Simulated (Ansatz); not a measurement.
## Li2Se (Fm-3m)

These are results of Ansatz 0.2.0, DFT PBE, scalar-relativistic, plane waves, PAW, not measurements.

Settings: cutoff 420 eV, Γ-centred mesh 8×8×8 on the computed 3-atom cell, Gaussian smearing of 0.02 eV; no spin polarisation.

The structure is relaxed at this level of theory with its symmetry kept.

Space group Fm-3m (No. 225). a = 6.005 Å, b = 6.005 Å, c = 6.005 Å, α = 90.00°, β = 90.00°, γ = 90.00°
```json
{"atom": "Li", "site": "8c", "symmetry": "-43m", "x": "0.2500", "y": "0.7500", "z": "0.7500"}
{"atom": "Se", "site": "4a", "symmetry": "m-3m", "x": "0.0000", "y": "0.0000", "z": "0.0000"}
```

Question: Formation energy from the elements' standard states (uncorrected)?

Answer: -1.271 eV/atom.

Question: Kohn–Sham band gap?

Answer: 2.98 eV, indirect from Γ to X.

Question: Löwdin character of the top 1 eV of the valence band?

Answer: Se 4p 96 %.

Question: Electron masses at the edge by Cartesian direction of the standard setting (m_e; degenerate bands sorted by energy; no spin-orbit coupling)?

Answer: x: 0.63; y: 0.32; z: 0.32.

Question: Hole masses at the edge by Cartesian direction of the standard setting (m_e; degenerate bands sorted by energy; no spin-orbit coupling)?

Answer: x: 0.83, 0.83, 0.36; y: 0.83, 0.83, 0.36; z: 0.83, 0.83, 0.36.

Question: Bulk modulus?

Answer: 34 GPa.

Question: Its pressure derivative?

Answer: 3.9.

Question: Bader charges (e)?

Answer: Li (2 in the cell) 0.86, Se (1 in the cell) -1.72.